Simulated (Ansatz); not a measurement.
**Strain and field gradients in Ga2O3**

Cell: an entry of the Crystallography Open Database (COD), ions relaxed with PBE at fixed cell.

```
CELL_PARAMETERS angstrom
6.10700 -1.51855 0.00000
6.10700 1.51855 0.00000
-1.38599 0.00000 5.63001
ATOMIC_POSITIONS crystal
Ga 0.09118 0.09118 0.79531
Ga 0.90882 0.90882 0.20469
Ga 0.65951 0.65951 0.31274
Ga 0.34049 0.34049 0.68726
O 0.16895 0.16895 0.10843
O 0.83105 0.83105 0.89157
O 0.17220 0.17220 0.56031
O 0.82780 0.82780 0.43969
O 0.49671 0.49671 0.25370
O 0.50329 0.50329 0.74630
```

Atoms are numbered from 1 in the order listed; like atoms form one site, named after its first atom.

All values are calculated (Ansatz; DFT, PBE, plane waves and PAW, scalar-relativistic, 420 eV cutoff, Γ-centred 10×10×6 k-points, Fermi–Dirac smearing 0.02 eV), not measured.

The cell is stretched along z (the third Cartesian axis of the run's cell), x and y held, and the ions relax again each time.

4 of the 5 sets of like atoms are followed.

```
strain along z (%)  Ga3: V along z (10²¹ V/m²)  O5: V along z (10²¹ V/m²)  O7: V along z (10²¹ V/m²)  O9: V along z (10²¹ V/m²)
                -3                        2.85                       4.86                       0.40                     -10.49
                -2                        2.67                       5.18                       0.78                     -10.41
                -1                           ?                          ?                          ?                          ?
                 0                        2.34                       5.81                       1.52                     -10.27
                +1                        2.12                       6.11                       1.87                     -10.18
                +2                        1.96                       6.39                       2.22                     -10.11
                +3                        1.80                       6.66                       2.56                     -10.04
```

**Question.** Estimate the row at -1 % from the others.

**Answer.** Ga3: 2.49; O5: 5.51; O7: 1.15; O9: -10.32. Worked for Ga3: a straight line through the other 6 rows has a slope of -0.177 × 10²¹ V/m² per per cent of strain and gives 2.50 at -1 %, against 2.49 from the run, so the response is nearly linear here. Worked for O5: a straight line through the other 6 rows has a slope of 0.302 × 10²¹ V/m² per per cent of strain and gives 5.48 at -1 %, against 5.51 from the run, so the response is nearly linear here.

At this cell the PBE pressure is 8 GPa, so with PBE the cell would grow if it were relaxed.
